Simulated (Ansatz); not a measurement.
Set up this calculation in Ansatz 0.2.0, as the native input.

- Task: phonons
- Functional: PBE
- Potentials or basis: Ansatz PAW
- Cutoff: 420 eV (not typed: the program's choice for these potentials)
- k mesh: 9 × 9 × 3
- Occupations: fermi-dirac, width 0.05 eV
- Spin: collinear spin, ferromagnetic start
- Starting moments: [2.0, 2.0, 2.0, 2.0] μB

Co:

```xyz
4
Lattice="2.4706 0.0000 0.0000 -1.2353 2.1396 0.0000 0.0000 0.0000 8.0882" Properties=species:S:1:pos:R:3 pbc="T T T"
Co    1.2353    0.7132    6.0662
Co    0.0000    0.0000    4.0441
Co    0.0000    1.4264    2.0221
Co    0.0000    0.0000    0.0000
```

The input as run:

input.yaml

```yaml
crystal:
  lattice:
    - [2.4705617809, 0.0, 0.0]
    - [-1.2352808905, 2.1395692639, 0.0]
    - [0.0, 0.0, 8.0882338]
  atoms:
    - { symbol: Co, position: [0.6666666667, 0.3333333333, 0.75], spin: 2.0 }
    - { symbol: Co, position: [0.0, 0.0, 0.5], spin: 2.0 }
    - { symbol: Co, position: [0.3333333333, 0.6666666667, 0.25], spin: 2.0 }
    - { symbol: Co, position: [0.0, 0.0, 0.0], spin: 2.0 }
hamiltonian:
  xc: pbe
  pseudopotentials: { kind: paw }
magnetization:
  spin_polarized: true
kpoints:
  mp_grid: { grid: [9, 9, 3] }
scf:
  occupations: { method: fermi_dirac, width: 0.05 }
phonons:
  method: dfpt
```

Potentials or basis: Ansatz PAW.

Launch:

```console
$ ansatz run input.yaml --threads 2 --pin off --max-ram 5632MiB --backend cpu --events-out ev --progress --plain --runs-dir out
```

Results of the run:

```
Band gap on the k mesh        : none (metal or under the smearing width)
Net moment                    : 6.26 μB per cell
Absolute moment               : 6.87 μB per cell
Site moments                  : Co +1.65, +1.62 μB
Highest phonon frequency at Γ : 242 cm⁻¹
```

It took 86 s on 2 threads of Arm Neoverse V1 (shared host), peak memory 0.99 GiB.
